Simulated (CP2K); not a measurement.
Runs of CP2K 2026.2 on ZnSe (Stilleite). Symmetry: F-43m, No. 216, cubic system. Conventional cell: a = 5.668 Å, b = 5.668 Å, c = 5.668 Å, α = 90.00°, β = 90.00°, γ = 90.00°. Se (site symmetry -43m) has 4 Zn at 2.45 Å as nearest neighbours. Around Zn (site symmetry -43m) lie 4 Se at 2.45 Å. 

```tsv
task	level	potentials or basis	smearing	NGRIDS	points a segment of the path (NPOINTS)	bands added on the path	gap on the mesh (eV)	pressure (GPa)
band structure	PBEsol	POTENTIAL_UZH Se GTH-PBE-q6, Zn GTH-PBE-q12; TZVP-MOLOPT-PBE-GTH basis	fermi-dirac 0.05 eV	4	10	2	(a)	0.0
band structure	PBE	POTENTIAL_UZH Se GTH-PBE-q6, Zn GTH-PBE-q12; TZVP-MOLOPT-PBE-GTH basis	fermi-dirac 0.05 eV	5	10	6	1.26	2.7
single point	PBE	POTENTIAL_UZH Se GTH-PBE-q6, Zn GTH-PBE-q12; TZVP-MOLOPT-PBE-GTH basis	gaussian 0.011 eV	4	-	-	1.26	2.7
band structure	LDA	GTH_POTENTIALS Se GTH-PADE-q6, Zn GTH-PADE-q12; TZVP-MOLOPT-PBE-GTH basis	fermi-dirac 0.05 eV	5	8	2	0.99	-3.2
```

Alike in all rows: no spin polarisation; cell as given; k mesh 8 × 8 × 8.

Task: Estimate the missing entries.

Result: (a) 1.08.

Caveats: the basis of atomic orbitals isn't converged, which shifts pressures, moduli and gaps; the potentials were made for another functional, which shifts forces and pressure (some runs).

A k mesh can miss the band edges, and the runs leave out spin-orbit coupling on Se.
